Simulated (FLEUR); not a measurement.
CdSe (Cadmoselite) under changes of volume

One of the cells (28.102 Å³/atom); the others are scaled copies at fixed shape and fractional positions:

```xyz
4
Lattice="4.3000 0.0000 0.0000 -2.1500 3.7239 0.0000 0.0000 0.0000 7.0200" Properties=species:S:1:pos:R:3 pbc="T T T"
Cd    2.1500    1.2413    3.5100
Cd    0.0000    2.4826    0.0000
Se    2.1500    1.2413    6.2127
Se    0.0000    2.4826    2.7027
```

- Program: FLEUR MaX-R8.1 (later development tree)
- Functional: PBEsol
- Potentials or basis: all-electron
- Basis: FLAPW
- Kmax: 4.8 1/bohr
- k mesh: 7 × 7 × 4
- Occupations: fermi-dirac, width 0.05 eV
- Spin: no spin polarisation

```csv
volume (Å³/atom),energy over the lowest point (meV/atom),gap on the mesh (eV)
26.416,20.51,0.70
26.978,9.20,0.66
27.540,2.54,0.62
28.102,0.00,0.58
28.665,1.16,0.54
29.227,5.60,0.50
29.789,?,?
```

**Question.** What does the run at 29.789 Å³/atom give?

**Answer.** Energy over the lowest point 12.99 meV/atom; gap on the mesh 0.46 eV.

Worked out: A Birch-Murnaghan fit of order 3 (a polynomial in V^(-2/3)) to the other rows has its minimum at 28.20 Å³/atom with B0 = V·E''(V) = 52 GPa and B' = 4.8 at fixed shape and positions, which overstates the stiffness. It gives 12.97 meV/atom at 29.789 Å³/atom, against the run's 12.99. A straight line through the other rows of the gap, of slope -1.98 eV per unit of ln V (its deformation potential), extrapolates to 0.46 eV, against the run's 0.46.

Energies are extrapolated to zero smearing.

Spin-orbit coupling on Cd, Se is left out.
